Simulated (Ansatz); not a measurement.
Predict the output of the script below (Ansatz 0.2.0 through its Python package).

Script `ecut.py`:
```python
'''Cutoff test for EuS.'''

import csv

import ansatz


def main() -> None:
    lattice = ansatz.Lattice.of(
        [0.0, 2.9785, 2.9785],
        [2.9785, 0.0, 2.9785],
        [2.9785, 2.9785, 0.0],
    )
    sites = [
        ('Eu', [0.0, 0.0, 0.0]),
        ('S', [0.5, 0.5, 0.5]),
    ]
    crystal = ansatz.Crystal(lattice=lattice)
    for symbol, position in sites:
        crystal = crystal.atom(symbol, position)
    crystal = crystal.moments(Eu=4.9)

    setup = (
        crystal.calculation()
        .spin(ansatz.SpinTreatment.COLLINEAR)
        .hubbard('Eu', 'f', u=4.4, j=0.9)
        .functional('r2SCAN')
        .kpoints(7)
        .occupations('fermi_dirac', width=150 * ansatz.meV)
        .forces()
        .stress()
    )

    rows = []
    for value in [250, 300, 350, 400, 450]:
        report = setup.basis(value).run(threads=1).report
        rows.append((value, report['free_energy_ev'] / len(report['lattice']['sites']), report['n_iterations'], sum(report['stress_gpa'][i][i] for i in range(3)) / 3, max(abs(f) for row in report['forces_ev_ang'] for f in row), report['magnetization_mub'], report['n_pw']))

    with open('ecut.csv', 'w', newline='') as handle:
        writer = csv.writer(handle)
        writer.writerow(['cutoff (eV)', 'F/atom (eV)', 'iterations', 'P (GPa)', 'max component (eV/A)', 'moment (muB)', 'plane waves'])
        writer.writerows([round(v, 5) if isinstance(v, float) else v for v in row] for row in rows)

    # differences from the last row
    for row in rows[:-1]:
        shift = 1000 * (row[1] - rows[-1][1])
        print(f'{row[0]}: {shift:+.2f} meV/atom' + ('  (within 2 meV)' if abs(shift) < 2 else ''))


if __name__ == '__main__':
    main()
```

```console
$ python ecut.py
DeckWarning: basis.ecutwfc = 250 eV is below the records' recommended 500 eV, and the density's cutoff is lower with it unless basis.ecutrho_ratio is high enough to keep the records' density cutoff: compare with a run at a higher cutoff
DeckWarning: basis.ecutwfc = 300 eV is below the records' recommended 500 eV, and the density's cutoff is lower with it unless basis.ecutrho_ratio is high enough to keep the records' density cutoff: compare with a run at a higher cutoff
DeckWarning: basis.ecutwfc = 350 eV is below the records' recommended 500 eV, and the density's cutoff is lower with it unless basis.ecutrho_ratio is high enough to keep the records' density cutoff: compare with a run at a higher cutoff
DeckWarning: basis.ecutwfc = 400 eV is below the records' recommended 500 eV, and the density's cutoff is lower with it unless basis.ecutrho_ratio is high enough to keep the records' density cutoff: compare with a run at a higher cutoff
DeckWarning: basis.ecutwfc = 450 eV is below the records' recommended 500 eV, and the density's cutoff is lower with it unless basis.ecutrho_ratio is high enough to keep the records' density cutoff: compare with a run at a higher cutoff
250: +747.32 meV/atom
300: +63.44 meV/atom
350: +9.04 meV/atom
400: +4.10 meV/atom
```
(Warnings from the package without file and line.)

`ecut.csv`, as written:
```csv
cutoff (eV),F/atom (eV),iterations,P (GPa),max component (eV/A),moment (muB),plane waves
250,-4844.63762,16,0.38787,0.0,6.99974,459
300,-4845.32149,17,-0.11899,0.0,6.99936,609
350,-4845.37589,17,-0.19435,0.0,6.99928,749
400,-4845.38084,17,-0.20091,0.0,6.99929,941
450,-4845.38493,17,-0.19103,0.0,6.9993,1139
```

Caveats:
- Open f shells: with a Hubbard U, without spin-orbit coupling; the state reached hangs on the start and needn't be the lowest.
- The overall sign of a collinear moment is arbitrary, and semilocal functionals can give small moments to compounds that are paramagnetic.
- Forces vanish by symmetry here and test nothing.
- Of the deposited cell: the entry's cell lengths or inner coordinates differ somewhat from later room-temperature determinations.
- Pressure is positive in compression.
- The structure is a deposited one; some such entries were measured under pressure or heat, so a shift against it needn't be the functional's error alone.
- Shifts are counted from the last row, which is itself no proven limit.
- Timing: 54 s on 1 thread of Intel(R) Xeon(R) Platinum 8259CL CPU @ 2.50GHz (Skylake/Cascade Lake), on a shared host, peak memory 0.6 GiB.

(Lines on the test bed's own set-up are left out of the output.)
